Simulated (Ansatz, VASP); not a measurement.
# One calculation of IrO, two programs

```xyz
2
Lattice="0.0000 2.3847 2.3847 2.3847 0.0000 2.3847 2.3847 2.3847 0.0000" Properties=species:S:1:pos:R:3 pbc="T T T"
Ir    0.0000    0.0000    0.0000
O     1.1924    1.1924    1.1924
```

Alike in both runs: functional PBE; k mesh 8 × 8 × 8; occupations gaussian, width 0.1 eV; no spin polarisation.

Ansatz relaxed the structure, and its values are those at the end. VASP's run is a single point on that final structure, the one shown.

```csv
,VASP,Ansatz
version,VASP 6.6.1,Ansatz 0.2.0
potentials or method,"VASP PAW PBE potentials, release 64 (Ir, O)","scalar-relativistic, plane waves, PAW"
plane-wave cutoff (eV),520,420
valence electrons in the cell,15,23
```

Ansatz gave:

```
gap on the k mesh at the Fermi level (eV) : none
pressure (GPa)                            : 0.0
```

Task: Estimate VASP's values.

Result: gap on the k mesh at the Fermi level (eV): none; pressure (GPa): 1.1.

A gap of «none» marks a metal or a gap that the smearing closes. The two sets of potentials don't hold the same shells in valence.

Caveats: an odd number of electrons without spin polarisation forces a metal; a magnetic or distorted state may lie lower. Spin-orbit coupling is left out, which matters for the levels of Ir.
